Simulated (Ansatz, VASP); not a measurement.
# One calculation of MgO, two programs

```
CELL_PARAMETERS angstrom
3.37228 0.00000 0.00000
-1.68614 2.92048 0.00000
0.00000 0.00000 4.81663
ATOMIC_POSITIONS crystal
Mg 0.33333 0.66667 0.03906
Mg 0.66667 0.33333 0.53906
O 0.33333 0.66667 0.40094
O 0.66667 0.33333 0.90094
```

Alike in both runs: task single point; functional PBEsol; k mesh 9 × 9 × 6; occupations gaussian, width 0.05 eV; no spin polarisation.

|  | VASP | Ansatz |
| --- | --- | --- |
| version | VASP 6.6.1 | Ansatz 0.2.0 |
| potentials or method | VASP PAW PBE potentials, release 64 (Mg, O) | scalar-relativistic, plane waves, PAW |
| plane-wave cutoff (eV) | 520 | 520 |
| valence electrons in the cell | 16 | 32 |

|  | VASP | Ansatz | Ansatz less VASP |
| --- | --- | --- | --- |
| gap on the k mesh at the Fermi level (eV) | 3.46 | 3.46 | -0.003 |
| least direct gap on the mesh (eV) | 3.46 | 3.46 | -0.003 |
| pressure (GPa) | 7.5 | 7.5 | -0.05 |
| largest component of the traceless stress (GPa) | 31.64 | 30.74 | -0.903 |
| rms of the force components (eV/Å) | 2.130 | 2.069 | -0.0612 |

Atom by atom the forces differ by 0.061 eV/Å (rms over components). The two sets of potentials don't hold the same shells in valence. Ansatz warned: «pseudo_functional_mismatch».

Caveats: the PAW data sets were made with another functional, which shifts forces and pressure a little (VASP); an odd mesh through Γ misses points on the zone boundary, where band edges often lie.
